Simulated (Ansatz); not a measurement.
# InAs (F-43m) in Ansatz: further runs, part 3 of 3

Ansatz 0.2.0. The steps go on from the part before.

**4. Phonons, PBEsol**

The input, input.yaml:

```yaml
crystal:
  lattice:
    - [0.0, 3.018, 3.018]
    - [3.018, 0.0, 3.018]
    - [3.018, 3.018, 0.0]
  atoms:
    - { symbol: In, position: [0.0, 0.0, 0.0] }
    - { symbol: As, position: [0.75, 0.75, 0.75] }
kpoints:
  mp_grid: { grid: [6, 6, 6] }
scf:
  occupations: { method: fermi_dirac, width: 0.05 }
hamiltonian:
  xc: pbesol
  pseudopotentials: { kind: all_electron, lapw: { basis_error: 0.001 } }
output: {}
phonons:
  method: fd
  supercell: [1, 1, 1]
```

Potentials or basis: all-electron LAPW, scalar-relativistic.

Started as:

```console
$ ansatz run input.yaml --threads 1 --pin off --max-ram 3072MiB --backend cpu --events-out ev --progress --plain --runs-dir out
```

The log of the run:

```text
Warning: RAYON_NUM_THREADS=1 ignored (pool sized by the plan → 1); use --threads N
LAPW: plane waves up to 8.953 Å⁻¹, error target 1.0e-3 eV per atom; small_component_spin mean_spin; As in spheres of 1.230 Å, 23 of its electrons in bands, Dirac shells []; In in spheres of 1.305 Å, 21 of its electrons in bands, Dirac shells [] (how accurate: hamiltonian.pseudopotentials.lapw.basis_error, Limitations)
Engine: ansatz 0.2.0, aarch64-unknown-linux-gnu
Pseudopotentials: kind: all_electron
Pseudopotential: In, LAPW, valence charge 21, lapw/all_electron/scalar/gaussian/In, Koelling and Harmon's equation, gaussian nucleus
Pseudopotential: As, LAPW, valence charge 23, lapw/all_electron/scalar/gaussian/As, Koelling and Harmon's equation, gaussian nucleus
Functional definition: PBEsol
  exchange = pbesol_x
  correlation = pbesol_c
Crystal: 2 atoms, lattice volume = 54.978 Å³
Basis set: ecut = 305.40363336579554 eV, 645 PW (Γ), exchange–correlation at level 2
Bands: 27, of which v1, the nominal top of the filled ones, is band 22 counted from 1 (21 counted from 0)
Symmetry: 24 space group operations
k-points: 16 of 216 (time reversal used)
Non-local potential: In, projectors of the file, none
Non-local potential: As, projectors of the file, none
Initial density: superposition of atomic densities (chi_scale 0.1, normalization cell, long waves kept (reshape's long-wave potential 0.00 eV rms))
Initial wavefunctions: plane waves of lowest kinetic energy (no species holds an atomic orbital)
Functional: x = pbesol(κ = 0.804, μ = 0.12345679012345678), c = pbesol(β = 0.046)
iter 1 solved again at ethr=1.88e-3 eV; its pass at ethr=1.00e-1 eV (dr2=8.28e-1 eV) is discarded
SCF iter   1: F=—  HF=-221455.042039 eV  |F-HF|=—  |Δ(HF+E_count)|=         —  Δρ=2.88e-2  dr2=8.30e-1  ethr=1.88e-3  ⟨swp⟩=2.1  Hψ=2724  notcnv=0
preconditioner: auto → Kerker (q_TF=auto, 2.629 Å⁻¹)  [metal: Δε(μ)=0.096 eV  Ē_g=15.048 eV  σ=0.050 eV  W_gap=0.39  n_scr=14 (ndim 8)  ℏωp=21.2 eV  f_vac=0.136  D(μ)=0.12/eV (n_scr^D=0)]
SCF iter   2: F=—  HF=-221454.849581 eV  |F-HF|=—  |Δ(HF+E_count)|=   1.92e-1  Δρ=1.82e-2  dr2=3.44e-1  ethr=1.88e-3  ⟨swp⟩=2.0  Hψ=1264  notcnv=0
preconditioner: auto → none  [insulator: Δε(μ)=1.123 eV  Ē_g=15.368 eV  σ=0.050 eV  W_gap=0.70  n_scr=14 (ndim 8)  ℏωp=21.2 eV  f_vac=0.154  D(μ)=0.13/eV (n_scr^D=0)  ε∞_Penn≈2.9]
iter 3 solved again at ethr=9.60e-6 eV; its pass at ethr=7.82e-4 eV (dr2=4.22e-3 eV) is discarded
SCF iter   3: F=—  HF=-221454.765697 eV  |F-HF|=—  |Δ(HF+E_count)|=   8.39e-2  Δρ=3.31e-3  dr2=4.23e-3  ethr=9.60e-6  ⟨swp⟩=2.0  Hψ=2169  notcnv=0
SCF iter   4: F=—  HF=-221454.761612 eV  |F-HF|=—  |Δ(HF+E_count)|=         —  Δρ=1.11e-3  dr2=8.31e-4  ethr=9.60e-6  ⟨swp⟩=3.0  Hψ=1266  notcnv=0
the basis was enlarged: its passes take 93.6 KiB over the memory plan, 1 of 1 planned eigensolver slots
SCF iter   5: F=—  HF=-221454.760556 eV  |F-HF|=—  |Δ(HF+E_count)|=   1.06e-3  Δρ=2.88e-4  dr2=4.15e-5  ethr=1.89e-6  ⟨swp⟩=3.0  Hψ=1221  notcnv=0
SCF iter   6: F=—  HF=-221454.760520 eV  |F-HF|=—  |Δ(HF+E_count)|=   3.51e-5  Δρ=1.06e-4  dr2=9.29e-6  ethr=9.44e-8  ⟨swp⟩=2.8  Hψ=1202  notcnv=0
SCF iter   7: F=—  HF=-221454.760517 eV  |F-HF|=—  |Δ(HF+E_count)|=   3.71e-6  Δρ=2.29e-5  dr2=2.93e-7  ethr=2.11e-8  ⟨swp⟩=2.2  Hψ=1189  notcnv=0
SCF iter   8: F=—  HF=-221454.760517 eV  |F-HF|=—  |Δ(HF+E_count)|=   3.70e-7  Δρ=2.55e-6  dr2=3.79e-9  ethr=6.65e-10  ⟨swp⟩=3.0  Hψ=1250  notcnv=0
SCF iter   9: F=-221454.760517 eV  HF=-221454.760517 eV  |F-HF|=0.00e0  |Δ(HF+E_count)|=   8.85e-9  Δρ=3.34e-7  dr2=1.02e-10  ethr=8.62e-12  ⟨swp⟩=3.0  Hψ=1250  notcnv=0
SCF 1 converged in 9 iterations: F = -221454.760517 eV  dr2 = 1.02e-10
Symmetry: 4 space group operations
k-points: 46 of 216 (time reversal used)
Initial density: handed on by an earlier stage of this run
Initial wavefunctions: plane waves of lowest kinetic energy (no species holds an atomic orbital; no wavefunctions were taken with the density)
iter 1 solved again at ethr=1.37e-7 eV; its pass at ethr=1.00e-1 eV (dr2=6.03e-5 eV) is discarded
SCF iter   1: F=—  HF=-221454.760147 eV  |F-HF|=—  |Δ(HF+E_count)|=         —  Δρ=2.79e-4  dr2=4.41e-5  ethr=1.37e-7  ⟨swp⟩=5.0  Hψ=10444  notcnv=0
preconditioner: auto → none  [insulator: Δε(μ)=0.852 eV  Ē_g=15.430 eV  σ=0.050 eV  W_gap=0.58  n_scr=14 (ndim 8)  ℏωp=21.2 eV  f_vac=0.199  D(μ)=0.12/eV (n_scr^D=0)  ε∞_Penn≈2.9]
SCF iter   2: F=—  HF=-221454.760138 eV  |F-HF|=—  |Δ(HF+E_count)|=   8.70e-6  Δρ=1.07e-4  dr2=4.68e-6  ethr=1.00e-7  ⟨swp⟩=2.1  Hψ=3408  notcnv=0
iter 3 solved again at ethr=9.41e-10 eV; its pass at ethr=1.06e-8 eV (dr2=4.14e-7 eV) is discarded
SCF iter   3: F=—  HF=-221454.760139 eV  |F-HF|=—  |Δ(HF+E_count)|=   1.00e-6  Δρ=3.20e-5  dr2=4.12e-7  ethr=9.41e-10  ⟨swp⟩=2.0  Hψ=5936  notcnv=0
SCF iter   4: F=—  HF=-221454.760140 eV  |F-HF|=—  |Δ(HF+E_count)|=   1.75e-7  Δρ=3.75e-6  dr2=6.07e-9  ethr=9.37e-10  ⟨swp⟩=2.2  Hψ=3417  notcnv=0
SCF iter   5: F=-221454.760140 eV  HF=-221454.760140 eV  |F-HF|=1.46e-10  |Δ(HF+E_count)|=   5.09e-9  Δρ=8.47e-7  dr2=3.65e-10  ethr=1.38e-11  ⟨swp⟩=3.0  Hψ=3584  notcnv=0
SCF 2 converged in 5 iterations: F = -221454.760140 eV  dr2 = 3.65e-10
iter 1 solved again at ethr=3.70e-7 eV; its pass at ethr=1.00e-1 eV (dr2=1.63e-4 eV) is discarded
SCF iter   1: F=—  HF=-221454.760190 eV  |F-HF|=—  |Δ(HF+E_count)|=         —  Δρ=4.03e-4  dr2=1.50e-4  ethr=3.70e-7  ⟨swp⟩=4.7  Hψ=10239  notcnv=0
preconditioner: auto → none  [insulator: Δε(μ)=0.851 eV  Ē_g=15.430 eV  σ=0.050 eV  W_gap=0.58  n_scr=14 (ndim 8)  ℏωp=21.2 eV  f_vac=0.198  D(μ)=0.12/eV (n_scr^D=0)  ε∞_Penn≈2.9]
iter 2 solved again at ethr=1.80e-8 eV; its pass at ethr=3.41e-7 eV (dr2=7.91e-6 eV) is discarded
SCF iter   2: F=—  HF=-221454.760140 eV  |F-HF|=—  |Δ(HF+E_count)|=   4.97e-5  Δρ=1.33e-4  dr2=7.89e-6  ethr=1.80e-8  ⟨swp⟩=2.0  Hψ=5944  notcnv=0
SCF iter   3: F=—  HF=-221454.760139 eV  |F-HF|=—  |Δ(HF+E_count)|=   4.75e-7  Δρ=4.74e-5  dr2=9.09e-7  ethr=1.79e-8  ⟨swp⟩=2.0  Hψ=3405  notcnv=0
SCF iter   4: F=—  HF=-221454.760140 eV  |F-HF|=—  |Δ(HF+E_count)|=   1.51e-7  Δρ=4.53e-6  dr2=1.31e-8  ethr=2.07e-9  ⟨swp⟩=2.0  Hψ=3405  notcnv=0
SCF iter   5: F=-221454.760140 eV  HF=-221454.760140 eV  |F-HF|=2.91e-10  |Δ(HF+E_count)|=   2.76e-9  Δρ=1.51e-6  dr2=9.57e-10  ethr=2.98e-11  ⟨swp⟩=2.9  Hψ=3464  notcnv=0
SCF 3 converged in 5 iterations: F = -221454.760140 eV  dr2 = 9.57e-10
SCF converged after 9 iterations
Free energy (F): -221454.760517 eV
Harris-Foulkes:  -221454.760517 eV  (|F-HF|=0.00e0)
Internal energy: -221454.759578 eV  (E = F + TS)
E sigma→0 (E₀):  -221454.760048 eV
Entropy (-TS):   -0.000939 eV (-0.469 meV/atom)
Fermi energy:    9.650513 eV
--- Per-component energies (eV) ---
  E_band       = -1915.140032
  E_kinetic    = 230745.871608
  E_xc         = -6518.383140
  E_electrostatic = -445682.248046  (all electrons and nuclei)
  E_smearing   = -0.000939  (= −TS)
  E_closure    = 0.000000  (closes the sum)
  E_atoms      = -221446.320134  (free atoms, spherical and without spin; not in F)
  Σ components = -221454.760517   (vs F -221454.760517, Δ=0.00e0)
  Basis errors (estimates in eV, not in F): energy 4.4e-4 per atom: plane waves 3.9e-4 (2.3e-4 summed), levels above the bands 7.5e-75, relativity 4.7e-9, radial functions 4.5e-5, core shells 1.0e-6; eigenvalues (radial functions only) 4.6e-7; not estimated: angular momenta, meshes, grids; target (lapw.basis_error) 1.0e-3; muffin-tin radii As 1.230 Å, In 1.305 Å
--- Forces (eV/Å), atoms counted from 1 ---
  atom   1  In     0.00000000    -0.00000000    -0.00000000
  atom   2  As    -0.00000000     0.00000000     0.00000000
  max |Σ_I F_I| component: 6.94e-18 eV/Å
--- Band table (eV; the first three rows and the last of 16) ---
  k-point 0: bands = ["-174.5782", "-118.1388", "-118.1388", "-118.1388", "-105.4211", "-63.9480", "-63.9480", "-63.9480", "-25.3940", "-25.3940", "-25.3940", "-25.3858", "-25.3858", "-4.7429", "-4.7429", "-4.7429", "-4.6124", "-4.6124", "-2.3134", "9.3519", "9.6146", "9.6146", "9.6146", "13.4799", "13.4799", "13.4799", "16.9681"]
  k-point 1: bands = ["-174.5782", "-118.1388", "-118.1388", "-118.1388", "-105.4211", "-63.9480", "-63.9480", "-63.9480", "-25.3940", "-25.3939", "-25.3939", "-25.3858", "-25.3858", "-4.7789", "-4.7327", "-4.7327", "-4.6124", "-4.6124", "-2.0258", "7.0699", "9.2950", "9.2950", "10.8124", "13.8716", "13.9298", "13.9298", "18.0626"]
  k-point 2: bands = ["-174.5782", "-118.1388", "-118.1388", "-118.1388", "-105.4211", "-63.9481", "-63.9480", "-63.9480", "-25.3940", "-25.3938", "-25.3938", "-25.3857", "-25.3857", "-4.8439", "-4.7161", "-4.7161", "-4.6086", "-4.6086", "-1.3101", "4.8213", "8.8094", "8.8094", "10.6576", "14.2909", "14.2909", "15.6858", "17.6267"]
  k-point 15: bands = ["-174.5782", "-118.1388", "-118.1388", "-118.1388", "-105.4211", "-63.9481", "-63.9480", "-63.9480", "-25.3942", "-25.3937", "-25.3934", "-25.3858", "-25.3854", "-4.9167", "-4.6821", "-4.6650", "-4.6353", "-4.5991", "-0.2228", "3.8204", "6.7555", "6.8080", "12.6144", "13.0118", "16.0025", "16.5367", "19.3514"]
--- Phonons: 2 displaced members + reference (amplitude 0.01 Å, Σ member SCF iterations 10) ---
  symmetry images taken by strict's conditions (phonons.symmetry_images: auto; settled by no image being taken that strict refuses)
  ASR residual: 1.068e-3 → 0.000e0 eV/Å²; symmetrization residual: 2.442e-4 eV/Å²
  largest component of a force at the reference: 3.7e-17 eV/Å
  ASR residual per site (eV/Å²): 2.77e-4 1.07e-3
  Γ frequencies (cm⁻¹): 0.00 0.00 0.00 212.87 212.87 212.87
  density of states and harmonic sums: on the 18×18×18 q-mesh, interpolated from the force constants of a 1×1×1 supercell (no non-analytic term)
  largest difference from the sums on the solved wave vectors: F 5.37e-1 eV, S 7.96e-4 and C_V 2.58e-4 eV/K
  zero-point energy: 0.053572 eV/cell   skipped modes (ω ≤ 0): 3   left out of the sums: 8.57e-5 of the cell's modes: C_V's classical limit lies that fraction below 3 k_B per atom; for a crystal, a wire or a layer, F and S can be off by more, and a phonons.interpolated_qmesh denser along its periods is the remedy for the sampling
```

phdos.tsv:

```text
# omega_inv_cm	omega_thz	g_bin_mean(omega)[modes/inv_cm]
# format = ansatz-phdos/2
# interpolated_qmesh = 18 18 18
# force_constants_supercell = 1 1 1
# lo_to_splitting: not included (the non-analytic LO-TO correction is not applied to the interpolated dynamical matrix; polar crystals: no LO-TO splitting at GAMMA, and LO and other optical branches, acoustic branches and sound speeds, and with them the density of states and the thermodynamics, can be off between the wave vectors that the force constants were sampled on, most near GAMMA; a larger extent of the force constants narrows that region and is not shown to mend the acoustic slopes)
# g_bin_mean(omega): the modes in a bin one row spacing wide, centred on omega, divided by that spacing. A flat band (one whose frequency is the same at every q-point) is counted whole in the row whose bin holds it (on the edge of two bins, in the lower row). The modes of the run's own cell are the sum of g_bin_mean times the row spacing in inv_cm (a plain sum, not the trapezoid rule); for a one-atom cell on a GAMMA-only q-mesh every row is zero, so that sum is 0, not 3
0.000000	0.000000	1.044111e-8
0.425741	0.012763	2.714689e-7
0.851482	0.025527	1.023229e-6
1.277223	0.038290	2.276162e-6
1.702965	0.051054	4.030269e-6
2.128706	0.063817	6.285549e-6
[... 493 lines left out ...]
212.444824	6.368936	4.495089e-3
212.870565	6.381699	1.796358e-4
```

phthermo.tsv:

```text
# format = ansatz-phthermo/1
# interpolated_qmesh = 18 18 18
# force_constants_supercell = 1 1 1
# non_analytic_term = not included (the non-analytic LO-TO correction is not applied to the interpolated dynamical matrix; polar crystals: no LO-TO splitting at GAMMA, and LO and other optical branches, acoustic branches and sound speeds, and with them the density of states and the thermodynamics, can be off between the wave vectors that the force constants were sampled on, most near GAMMA; a larger extent of the force constants narrows that region and is not shown to mend the acoustic slopes)
# zero_point_energy_ev = 5.3571533148e-2
# n_skipped_modes = 3
# share_of_modes_left_out = 8.5733882030e-5
# rigid_motions_known_by = geometry
# t_k	f_vib_ev	s_ev_per_k	c_v_ev_per_k
0.0000	5.3571533148e-2	0.0000000000e0	0.0000000000e0
10.0000	5.3570450853e-2	4.9676835494e-7	1.6757086029e-6
20.0000	5.3548585691e-2	4.9758483750e-6	1.6522765552e-5
30.0000	5.3440900725e-2	1.8276463266e-5	5.5373084179e-5
40.0000	5.3149872990e-2	4.1422632898e-5	1.0958608031e-4
50.0000	5.2587380134e-2	7.2078667344e-5	1.6709369187e-4
[... 93 lines left out ...]
990.0000	-8.2851280938e-1	1.3559370538e-3	5.1494011404e-4
1000.0000	-8.4209810055e-1	1.3611125805e-3	5.1498089676e-4
```

Wall time 55 s (1 thread of Arm Neoverse V1, shared host); peak memory 0.38 GiB.

Results:

| Property | Result |
| --- | --- |
| Free energy | -221454.7605 eV |
| Band gap on the k mesh | none (metal or under the smearing width) |
| Highest phonon frequency at Γ | 213 cm⁻¹ |

Phonon frequencies in cm⁻¹ (negative: imaginary):
```
              q point        frequencies
(0.000, 0.000, 0.000)  0 0 0 213 213 213
```

Caveat: the k mesh is thin for a metal, which can move the energy by tens of meV per atom; a metal's response needs a denser mesh; this crystal is a semiconductor, whose small gap the functional closes, so the metal is an error of the method.

**5. Summary**

```tsv
task	level	k mesh	cutoff (eV)	gap on the mesh (eV)
band structure	RPBE	8 × 8 × 8	283	-
phonons	PBE	6 × 6 × 6	305	none
phonons	PBEsol	6 × 6 × 6	305	none
```

Alike in all rows: potentials or basis all-electron LAPW, scalar-relativistic; no spin polarisation; cell as given; smearing fermi-dirac 0.05 eV; basis error allowed 0.001 eV/atom.

Caveats: this crystal is a semiconductor, whose small gap the functional closes, so the metal is an error of the method; the k mesh is thin for a metal, which can move the energy by tens of meV per atom (some runs); a metal's response needs a denser mesh (some runs); spin-orbit coupling is left out, which moves the levels of the heavy elements (some runs).

Compare energies only between runs with the same functional and basis.

**6. How close it comes**

Step 2. Measured gap of InAs: 0.418 eV (direct; 4.2 K; a printed reference work, data compilation). This calculation gives 0.00 eV (-0.42 eV). Spin-orbit coupling on As, In is left out. The value is that of RPBE, without temperature or zero-point motion. Semilocal functionals fall short of measured gaps as a rule.

Step 3. A measured gap of InAs is 0.418 eV (direct; 4.2 K; a printed reference work, data compilation); the calculated 0.00 eV misses it by -0.42 eV. Spin-orbit coupling on As, In is left out. The value is that of PBE on a finite k mesh, which can miss the band edges, without temperature or zero-point motion. Semilocal functionals fall short of measured gaps as a rule.

Step 4. Against the measured gap of InAs, 0.418 eV (direct; 4.2 K; a printed reference work, data compilation), the calculated 0.00 eV is off by -0.42 eV. Spin-orbit coupling on As, In is left out. The value is that of PBEsol on a finite k mesh, which can miss the band edges, without temperature or zero-point motion. Semilocal functionals fall short of measured gaps as a rule.
